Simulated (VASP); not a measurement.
**GaAs in VASP: one cell, several levels of theory, part 1 of 2**

GaAs built on the zincblende prototype, under +1.0 % biaxial strain in x and y, free along z is computed at one geometry. Runs: PBE, r2SCAN. The results are then set beside those of Ansatz 0.2.0 for the same cell.

Program: VASP 6.6.1. PAW datasets, plane waves. Calculated at 0 K for a non-magnetic cell.

**1. The system as given**

The cell comes from an earlier relaxation with r2SCAN in another program, then strained, with the atoms relaxed again.

It is tetragonal, I-4m2 (No. 119); conventional cell a = 4.047 Å, c = 5.618 Å, 23.00 Å³ an atom. Around Ga lie 4 As at 2.46 Å; around As lie 4 Ga at 2.46 Å.

As a file:

```
CELL_PARAMETERS angstrom
0.00000 2.86142 2.80908
2.86142 0.00000 2.80908
2.86142 2.86142 0.00000
ATOMIC_POSITIONS crystal
Ga 0.00000 0.00000 0.00000
As 0.25000 0.25000 0.25000
```

**2. PBE**

The input, INCAR:

```
ENCUT = 520.000000
SIGMA = 0.020000
EDIFF = 1.00e-07
GGA = PE
PREC = Accurate
IBRION = -1
ISIF = 2
ISMEAR = -1
NBANDS = 16
NELM = 120
NSW = 0
LASPH = .TRUE.
LCHARG = .FALSE.
LWAVE = .FALSE.
LREAL = .FALSE.
```

The input, KPOINTS:

```
KPOINTS created by Atomic Simulation Environment
0
Gamma
8 8 8
0 0 0
```

The input, KPOINTS_OPT:

```
special points
6
Reciprocal
0.0000000000 0.0000000000 0.0000000000 1
-0.5000000000 -0.5000000000 0.0000000000 1
-0.3750000000 -0.3750000000 0.2500000000 1
-0.3750000000 0.0000000000 0.3750000000 1
0.0000000000 0.0000000000 0.5000000000 1
-0.5000000000 -0.2500000000 0.2500000000 1
```

The input, POSCAR:

```
Ga As
 1.0000000000000000
     0.0000000000000000    2.8614159464000002    2.8090795022999999
     2.8614159464000002    0.0000000000000000    2.8090795022999999
     2.8614159464000002    2.8614159464000002    0.0000000000000000
 Ga  As
   1   1
Cartesian
  0.0000000000000000  0.0000000000000000  0.0000000000000000
  1.4307079732000001  1.4307079732000001  1.4045397511500000
```

Potentials: the recommended PBE PAW datasets, 18 valence electrons in the neutral cell.

Run with:

```sh
$ mpirun -np 1 vasp_std
```

Standard output, without the iteration lines:

```text
POSCAR found type information on POSCAR GaAs
 POSCAR found :  2 types and       2 ions
 LDA part: xc-table for (Slater+PW92), standard interpolation
 POSCAR, INCAR and KPOINTS ok, starting setup
 FFT: planning ... GRIDC
 FFT: planning ... GRID_SOFT
 FFT: planning ... GRID
 WAVECAR not read
 entering main loop
 Start KPOINTS_OPT (optional k-point list driver)
k-point batch [1-6\6]
```

OSZICAR:

```text
N       E                     dE             d eps       ncg     rms          rms(c)
DAV:   1     0.817320656932E+02    0.81732E+02   -0.88916E+03  1928   0.153E+03
DAV:   2    -0.178618891366E+01   -0.83518E+02   -0.79549E+02  2112   0.303E+02
DAV:   3    -0.831760516776E+01   -0.65314E+01   -0.65064E+01  2368   0.661E+01
DAV:   4    -0.841511709998E+01   -0.97512E-01   -0.97496E-01  2264   0.887E+00
DAV:   5    -0.841648721496E+01   -0.13701E-02   -0.13701E-02  2448   0.961E-01    0.285E+00
DAV:   6    -0.827694341211E+01    0.13954E+00   -0.21156E-01  2872   0.778E+00    0.172E+00
DAV:   7    -0.825818225395E+01    0.18761E-01   -0.61856E-02  2328   0.177E+00    0.559E-01
DAV:   8    -0.825903062537E+01   -0.84837E-03   -0.10097E-02  2320   0.113E+00    0.104E-01
DAV:   9    -0.825943093062E+01   -0.40031E-03   -0.93626E-04  2376   0.366E-01    0.512E-02
DAV:  10    -0.825949793512E+01   -0.67004E-04   -0.71022E-05  2568   0.838E-02    0.278E-02
DAV:  11    -0.825954964528E+01   -0.51710E-04   -0.73226E-05  2136   0.635E-02    0.327E-03
DAV:  12    -0.825954993688E+01   -0.29160E-06   -0.11997E-06  2440   0.148E-02    0.146E-03
DAV:  13    -0.825955029232E+01   -0.35544E-06   -0.54898E-07  2336   0.531E-03    0.668E-04
DAV:  14    -0.825955028260E+01    0.97252E-08   -0.10149E-08  1856   0.107E-03
   1 F= -.82595503E+01 E0= -.82595500E+01  d E =-.530639E-06
       N       E                     dE             ncg
DAV:   1     0.176188118503E+04   -0.35047E+04      208
DAV:   2     0.128138148995E+04   -0.48050E+03      224
DAV:   3     0.124474012634E+04   -0.36641E+02      272
DAV:   4     0.124423606212E+04   -0.50406E+00      216
DAV:   5     0.124422870997E+04   -0.73521E-02      280
DAV:   6     0.124422842242E+04   -0.28755E-03      256
DAV:   7     0.124422842170E+04   -0.72395E-06      280
DAV:   8     0.124422842169E+04   -0.75934E-08      192
```

The lines after F= are the extra pass for the points of KPOINTS_OPT, at fixed density; their E is not a total energy.

OUTCAR, selected sections:

```text
k-points           NKPTS =     59   k-points in BZ     NKDIM =     59   number of bands    NBANDS=     16

   NELECT =      18.0000    total number of electrons

   dimension x,y,z NGX =    30 NGY =   30 NGZ =   30
   dimension x,y,z NGXF=    60 NGYF=   60 NGZF=   60

  energy-cutoff  :      520.00
  volume of cell :       46.00
      direct lattice vectors                 reciprocal lattice vectors
     0.000000000  2.861415946  2.809079502    -0.174738664  0.174738664  0.177994250
     2.861415946  0.000000000  2.809079502     0.174738664 -0.174738664  0.177994250
     2.861415946  2.861415946  0.000000000     0.174738664  0.174738664 -0.177994250

 k-points in reciprocal lattice and weights: KPOINTS created by Atomic Simulation Env
   0.00000000  0.00000000  0.00000000       0.002
   0.12500000  0.00000000  0.00000000       0.016
   0.25000000  0.00000000  0.00000000       0.016
   0.37500000  0.00000000  0.00000000       0.016
   0.50000000  0.00000000  0.00000000       0.008
   0.12500000  0.12500000  0.00000000       0.004
   0.25000000  0.12500000  0.00000000       0.016
   0.37500000  0.12500000  0.00000000       0.016
[... 51 more k-points ...]

 E-fermi :   3.9907

 k-point     1 :       0.0000    0.0000    0.0000
  band No.  band energies     occupation
      1     -11.0139      2.00000
      2     -11.0139      2.00000
      3     -11.0093      2.00000
      4     -10.9394      2.00000
      5     -10.9361      2.00000
      6      -8.8314      2.00000
      7       3.7317      2.00000
      8       3.7317      2.00000
      9       3.8331      1.99925
     10       4.1482      0.00076
     11       7.4579      0.00000
     12       7.5079      0.00000
     13       7.5079      0.00000
     14      11.2978      0.00000
     15      13.6682      0.00000
     16      14.0069      0.00000

 k-point     2 :       0.1250    0.0000    0.0000
  band No.  band energies     occupation
      1     -11.0249      2.00000
      2     -11.0106      2.00000
      3     -11.0074      2.00000
      4     -10.9396      2.00000
      5     -10.9361      2.00000
      6      -8.6537      2.00000
      7       1.7923      2.00000
      8       3.4949      2.00000
      9       3.5777      2.00000
     10       5.2702      0.00000
     11       7.7914      0.00000
     12       7.8429      0.00000
     13       7.9502      0.00000
     14      12.2202      0.00000
     15      12.8844      0.00000
     16      13.1187      0.00000

 k-point     3 :       0.2500    0.0000    0.0000
  band No.  band energies     occupation
      1     -11.0519      2.00000
      2     -11.0033      2.00000
      3     -11.0004      2.00000
      4     -10.9394      2.00000
      5     -10.9354      2.00000
      6      -8.1577      2.00000
      7      -0.3378      2.00000
      8       3.0490      2.00000
      9       3.1605      2.00000
     10       5.1543      0.00000
     11       8.3237      0.00000
     12       8.3554      0.00000
     13       9.6376      0.00000
     14      12.6327      0.00000
     15      12.7243      0.00000
     16      12.8761      0.00000

 k-point     4 :       0.3750    0.0000    0.0000
  band No.  band energies     occupation
      1     -11.0764      2.00000
      2     -10.9975      2.00000
      3     -10.9947      2.00000
      4     -10.9377      2.00000
      5     -10.9331      2.00000
      6      -7.4959      2.00000
      7      -2.0444      2.00000
      8       2.7032      2.00000
      9       2.8388      2.00000
     10       4.8334      0.00000
     11       8.3868      0.00000
     12       8.4948      0.00000
     13      11.3530      0.00000
     14      12.6540      0.00000
     15      13.8802      0.00000
     16      13.9423      0.00000

 k-point     5 :       0.5000    0.0000    0.0000
  band No.  band energies     occupation
      1     -11.0860      2.00000
      2     -10.9956      2.00000
      3     -10.9929      2.00000
      4     -10.9365      2.00000
      5     -10.9316      2.00000
      6      -7.1217      2.00000
      7      -2.7758      2.00000
      8       2.5786      2.00000
      9       2.7233      2.00000
     10       4.7100      0.00000
     11       8.3322      0.00000
     12       8.4613      0.00000
     13      11.5048      0.00000
     14      14.0213      0.00000
     15      15.4499      0.00000
     16      15.6312      0.00000

 k-point     6 :       0.1250    0.1250    0.0000
  band No.  band energies     occupation
      1     -11.0293      2.00000
      2     -11.0074      2.00000
      3     -11.0074      2.00000
      4     -10.9424      2.00000
      5     -10.9342      2.00000
      6      -8.5895      2.00000
      7       1.7965      2.00000
      8       3.0841      2.00000
      9       3.0841      2.00000
     10       6.0222      0.00000
     11       6.8280      0.00000
     12       8.4418      0.00000
     13       8.4418      0.00000
     14      11.9537      0.00000
     15      12.6486      0.00000
     16      13.9247      0.00000

 k-point     7 :       0.2500    0.1250    0.0000
  band No.  band energies     occupation
      1     -11.0521      2.00000
      2     -11.0004      2.00000
      3     -10.9998      2.00000
      4     -10.9448      2.00000
      5     -10.9324      2.00000
      6      -8.1935      2.00000
      7       0.1667      2.00000
      8       2.5953      2.00000
      9       2.6264      2.00000
     10       6.2027      0.00000
     11       7.1301      0.00000
     12       9.1473      0.00000
     13       9.3165      0.00000
     14      11.7028      0.00000
     15      13.7999      0.00000
     16      13.8383      0.00000

 k-point     8 :       0.3750    0.1250    0.0000
  band No.  band energies     occupation
      1     -11.0754      2.00000
      2     -10.9943      2.00000
      3     -10.9933      2.00000
      4     -10.9443      2.00000
      5     -10.9307      2.00000
      6      -7.5685      2.00000
      7      -1.5618      2.00000
      8       2.0773      2.00000
      9       2.2970      2.00000
     10       5.9297      0.00000
     11       7.9205      0.00000
     12       9.2556      0.00000
     13       9.9001      0.00000
     14      13.0381      0.00000
     15      13.9151      0.00000
     16      14.7345      0.00000

 k-point     9 :       0.5000    0.1250    0.0000
  band No.  band energies     occupation
      1     -11.0880      2.00000
      2     -10.9913      2.00000
      3     -10.9910      2.00000
      4     -10.9408      2.00000
      5     -10.9309      2.00000
      6      -7.0433      2.00000
      7      -2.6268      2.00000
      8       1.6735      2.00000
      9       2.2781      2.00000
     10       5.7398      0.00000
     11       8.1533      0.00000
     12       8.9932      0.00000
     13      11.3369      0.00000
     14      13.3216      0.00000
     15      15.0589      0.00000
     16      15.6047      0.00000

 k-point    10 :      -0.3750    0.1250    0.0000
  band No.  band energies     occupation
      1     -11.0846      2.00000
      2     -10.9929      2.00000
      3     -10.9912      2.00000
      4     -10.9380      2.00000
      5     -10.9342      2.00000
      6      -7.1859      2.00000
      7      -2.3709      2.00000
      8       1.5441      2.00000
      9       2.5363      2.00000
     10       5.7727      0.00000
     11       8.3482      0.00000
     12       8.7595      0.00000
     13      11.4813      0.00000
     14      13.4288      0.00000
     15      13.4581      0.00000
     16      15.1638      0.00000

 k-point    11 :      -0.2500    0.1250    0.0000
  band No.  band energies     occupation
      1     -11.0668      2.00000
      2     -10.9990      2.00000
      3     -10.9939      2.00000
      4     -10.9375      2.00000
      5     -10.9375      2.00000
      6      -7.8110      2.00000
      7      -1.0176      2.00000
      8       1.7691      2.00000
      9       2.9929      2.00000
     10       5.9846      0.00000
     11       8.4791      0.00000
     12       8.5323      0.00000
     13       9.8402      0.00000
     14      12.0229      0.00000
     15      13.4495      0.00000
     16      14.7539      0.00000

 k-point    12 :      -0.1250    0.1250    0.0000
  band No.  band energies     occupation
      1     -11.0430      2.00000
      2     -11.0068      2.00000
      3     -10.9996      2.00000
      4     -10.9381      2.00000
      5     -10.9379      2.00000
      6      -8.3734      2.00000
      7       0.6330      2.00000
      8       2.4967      2.00000
      9       3.4382      2.00000
     10       5.9611      0.00000
     11       7.8952      0.00000
     12       7.9692      0.00000
     13       9.0508      0.00000
     14      11.9319      0.00000
     15      12.8949      0.00000
     16      13.4164      0.00000

[... the tables of k-points 13 to 59 left out ...]

  Total        0.5125583      0.5125583      0.8125499      0.0000000      0.0000000      0.0000000
  in kB       17.8524520     17.8524520     28.3011833      0.0000000      0.0000000      0.0000000
  external PRESSURE =      21.3353624 kB  Pullay stress =       0.0000000 kB

 POSITION                                       TOTAL-FORCE (eV/Angst)
 -----------------------------------------------------------------------------------
      0.00000      0.00000      0.00000        -0.000000      0.000000     -0.000000
      1.43071      1.43071      1.40454         0.000000     -0.000000      0.000000
 -----------------------------------------------------------------------------------
    total drift:                                0.000002      0.000002      0.000001

  FREE ENERGIE OF THE ION-ELECTRON SYSTEM (eV)
  ---------------------------------------------------
  free  energy   TOTEN  =        -8.2595502826 eV

  energy  without entropy=       -8.2595497520  energy(sigma->0) =       -8.25955002
```

Hardware: 1 MPI rank of Intel Xeon Platinum 8488C, shared host.

The levels at the points of KPOINTS_OPT are read from vasprun.xml.

Near the gap, in eV above the top of the last filled band v; c is the band after it:

```tsv
point	v−1	v	c	c+1
Γ	-0.10	0.00	0.32	3.62
X	-2.76	-2.76	1.36	1.48
U	-3.83	-2.35	1.81	4.39
K	-3.84	-2.23	1.95	4.60
L	-1.25	-1.11	0.88	4.50
W	-3.52	-3.32	4.39	4.58
```

Gap with PBE: 0.32 eV, direct (Γ). Pressure: 2.13 GPa; the forces vanish within 0.01 eV/Å.

(Continued in part 2 of 2.)
